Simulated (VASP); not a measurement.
A run of VASP 6.6.1 is set up as follows.

The input POSCAR:

```
BAs
1.0
    0.0000000000      2.3885000000      2.3885000000
    2.3885000000      0.0000000000      2.3885000000
    2.3885000000      2.3885000000      0.0000000000
As B
1 1
Direct
    0.7500000000      0.7500000000      0.7500000000
    0.0000000000      0.0000000000      0.0000000000
```

The input INCAR.step1:

```
SYSTEM = BAs
PREC = Accurate ; ENCUT = 520
EDIFF = 1E-5 ; ISMEAR = -1
SIGMA = 0.05 ; LREAL = .FALSE.
LASPH = .TRUE. ; NELM = 60
ALGO = Normal ; ISIF = 2
LWAVE = .TRUE. ; LCHARG = .FALSE.
NBANDS = 11 ; GGA = PE
```

INCAR.step2

```
SYSTEM = BAs
PREC = Accurate ; ENCUT = 520
EDIFF = 1E-7 ; ISMEAR = -1
SIGMA = 0.05 ; LREAL = .FALSE.
LASPH = .TRUE. ; NELM = 60
ALGO = Normal ; ISIF = 2
LWAVE = .FALSE. ; LCHARG = .FALSE.
GGA = PE ; LHFCALC = .TRUE.
HFSCREEN = 0.2 ; AEXX = 0.25
PRECFOCK = Fast ; NBANDS = 11
ISTART = 1
```

KPOINTS

```
regular mesh
0
G
  5 5 5
  0 0 0
```

Potentials or basis: VASP PAW PBE potentials, release 64 (As, B).

Launch:

```sh
$ cat potpaw_PBE.64/As/POTCAR potpaw_PBE.64/B/POTCAR > POTCAR
$ cp INCAR.step1 INCAR
$ mpirun -np 1 vasp_std > vasp.out
$ cp INCAR.step2 INCAR
$ mpirun -np 1 vasp_std > vasp.out
```

Task: Estimate the pressure.

Result: -0.5 GPa.

Task: Predict the band gap on the k mesh.

Result: 1.87 eV, indirect (least direct gap 4.14 eV).

Caveat: the k mesh is coarse (spacing up to 0.46 Å⁻¹), so the values aren't converged, least of all with exact exchange; the PAW data sets were made with another functional, which shifts forces and pressure a little; an odd mesh through Γ misses points on the zone boundary, where band edges often lie.
